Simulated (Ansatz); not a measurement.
## TiO$_{2}$: random displacements

Method: DFT PBE, scalar-relativistic, plane waves, PAW (Ansatz 0.2.0). Settings: plane waves to 420 eV, k-mesh 10×10×10 (Γ-centred), Gaussian smearing 0.05 eV. No spin polarisation. Energies are free energies at this smearing, counted from the undisturbed cell; pressure is positive in compression.

Zero of the scan (relaxed at this level):

```xyz
6
Lattice="-1.8996 1.8996 4.8484 1.8996 -1.8996 4.8484 1.8996 1.8996 -4.8484" Properties=species:S:1:pos:R:3 pbc="T T T"
Ti    0.0000    0.0000    0.0000
Ti    0.0000    1.8996    2.4242
O     0.0000    0.0000    2.0025
O     0.0000    1.8996    4.4267
O     0.0000    1.8996    0.4217
O     0.0000    0.0000    7.6944
```

The atoms are displaced (Å, in the unstrained cell):

```csv
atom,ux,uy,uz
Ti1,-0.029,0.070,0.017
Ti2,0.023,-0.006,0.113
O3,-0.103,-0.108,0.125
O4,-0.046,0.086,-0.029
O5,-0.014,-0.013,-0.017
O6,0.168,-0.029,-0.209
```

Strain (Voigt, engineering shear): (-0.0277, 0.0189, -0.0357, 0.0210, 0.0048, 0.0474).

Q: What are the energy change, the stress and the forces?

A: ΔE = 200.3 meV/atom; stress (xx, yy, zz, yz, xz, xy; compression positive) (31.39, -2.33, 11.86, 1.40, 3.04, -1.64) GPa; gap on the mesh 1.73 eV.
```csv
atom,Fx (eV/Å),Fy,Fz
Ti1,0.11,0.11,2.12
Ti2,1.82,-0.40,-3.69
O3,1.05,1.37,-1.48
O4,1.36,-0.24,2.37
O5,0.10,-0.36,-0.91
O6,-4.44,-0.48,1.59
```

Cost: 1 run of about 1.7 core-minutes, on AMD EPYC 7R43 (Zen 3) (shared hosts).